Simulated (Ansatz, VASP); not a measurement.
BN (Qingsongite): VASP beside Ansatz

File INCAR:

```
SYSTEM = BN
PREC = Accurate ; ENCUT = 520
EDIFF = 1E-6 ; ISMEAR = 0
SIGMA = 0.02 ; LREAL = .FALSE.
LASPH = .TRUE. ; NELM = 100
ALGO = Normal ; ISIF = 2
LWAVE = .FALSE. ; LCHARG = .TRUE.
GGA = PE ; LELF = .TRUE.
LVHAR = .TRUE. ; NBANDS = 11
```

The input KPOINTS:

```
Automatic mesh
0
G
  12 12 12
  0 0 0
```

File POSCAR:

```
BN
1.0
    0.0000000000      1.7367235634      1.7367235634
    1.7367235634      0.0000000000      1.7367235634
    1.7367235634      1.7367235634      0.0000000000
B N
1 1
Direct
    0.0000000000      0.0000000000      0.0000000000
    0.2500000000      0.2500000000      0.2500000000
```

Input for Ansatz:

```yaml
crystal:
  lattice:
    - [0.0, 1.7367235634, 1.7367235634]
    - [1.7367235634, 0.0, 1.7367235634]
    - [1.7367235634, 1.7367235634, 0.0]
  atoms:
    - { symbol: B, position: [0.0, 0.0, 0.0] }
    - { symbol: "N", position: [0.25, 0.25, 0.25] }
basis:
  ecutwfc: 420
kpoints:
  mp_grid: { grid: [12, 12, 12] }
hamiltonian:
  xc: pbe
scf:
  occupations: { method: gaussian, width: 0.02 }
output:
  forces: true
  stress: true
  eigenvalues: true
  write_density: true
  write_potential: true
  elf: true
  volumetric_format: npy
```

Alike in both runs: task single point; functional PBE; k mesh 12 × 12 × 12; occupations gaussian, width 0.02 eV; no spin polarisation.

|  | VASP | Ansatz |
| --- | --- | --- |
| version | VASP 6.6.1 | Ansatz 0.2.0 |
| potentials or method | VASP PAW PBE potentials, release 64 (B, N) | scalar-relativistic, plane waves, PAW |
| plane-wave cutoff (eV) | 520 | 420 |
| valence electrons in the cell | 8 | 8 |

VASP gave:

* gap on the k mesh at the Fermi level (eV): 4.58
* least direct gap on the mesh (eV): 9.39

Question: What did Ansatz give for the same quantities?

Answer: gap on the k mesh at the Fermi level (eV): 4.59; least direct gap on the mesh (eV): 9.41.

 As with any semilocal functional, this PBE gap is likely too small. A k mesh can miss the band edges.
